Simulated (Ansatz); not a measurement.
A vibration from a frozen displacement in Te2Mo

All numbers below come from Ansatz 0.2.0, DFT r2SCAN, scalar-relativistic, plane waves, PAW. Settings: plane waves to 500 eV, k-mesh 12×12×2 (Γ-centred), Gaussian smearing 0.05 eV. Spin–orbit coupling is left out, which matters for the heavy elements here. No spin polarisation. Energies are free energies at this smearing, counted from the undisturbed cell; pressure is positive in compression.

The undisturbed cell (as given, not relaxed at this level; it stands at 0.0 GPa; this form isn't the usual structure):

```yaml
crystal:
  lattice:
    - [3.56023, 0.00000, 0.00000]
    - [-1.78012, 3.08325, 0.00000]
    - [0.00000, 0.00000, 17.52406]
  atoms:
    - { symbol: Te, position: [0.33333, 0.66667, 0.89786] }
    - { symbol: Te, position: [0.33333, 0.66667, 0.10214] }
    - { symbol: Mo, position: [0.00000, 0.00000, 0.00000] }
```

The cell holds layers and no dispersion correction was added, so their binding is poorly described.

Every Te atom is moved by x along the Cartesian unit vector (0.000, -0.754, 0.657); the cell and all other atoms stay fixed. The cell's volume is 192.36 Å³; the moved atoms weigh 255.200 u together and the others 95.950 u.

| x (Å) | ΔE (meV/cell) | total force on the moved atoms along the move (eV/Å) | pressure (GPa) |
| --- | --- | --- | --- |
| -0.1000 | 87.81 | 1.7537 | 0.1719 |
| -0.0750 | 49.44 | 1.3163 | 0.0974 |
| -0.0500 | 22.00 | 0.8788 | 0.0439 |
| -0.0250 | 5.51 | 0.4402 | 0.0116 |
| 0.0000 | 0.00 | 0.0000 | 0.0009 |
| 0.0250 | 5.53 | -0.4428 | 0.0117 |
| 0.0500 | 22.17 | -0.8890 | 0.0447 |
| 0.0750 | 50.02 | -1.3400 | 0.0999 |
| 0.0875 | 68.19 | -1.5677 | 0.1361 |
| 0.1000 | 89.21 | -1.7971 | 0.1779 |

Task: What frequency belongs to this motion?

Result: The force constant is k = −dF/dx = 17.659 eV/Å², from the parabola through x = -0.0250, 0 and 0.0250. In every cell the moved atoms swing against the rest, so the mass is μ = m₁m₂/(m₁ + m₂) = 69.732 u, and ν̃ = 521.5 cm⁻¹ × √(|k|/μ) = 262 cm⁻¹. The pattern needn't be a normal mode: ν̃² is then a weighted mean of the squared nonzero frequencies at the zone centre of this cell, taken without macroscopic field, so it lies between the lowest and the highest of them.

Task: How far does the harmonic law reach?

Result: At x = -0.100 Å, kx²/2 = 88.30 meV against the computed 87.81 meV (-0.5 %): the well is still close to harmonic there.

Task: The pressure changes with x². What does that say about the frequency under compression?

Result: With E = k(V)x²/2, k ∝ V^(−2γ) and x scaling with the cell as V^(1/3), P − P0 = −∂E/∂V = (2γ − 2/3) ΔE/V. At x = 0.0500 Å, V(P − P0) = 192.36 × 0.04379 / 160.2 eV = 52.58 meV and ΔE = 22.17 meV, so γ = 1/3 + V(P − P0)/(2ΔE) = 1.52. This is the Grüneisen parameter of the motion under uniform scaling of the cell: shrinking the cell evenly by 1 % in volume raises the frequency by about 1.52 %.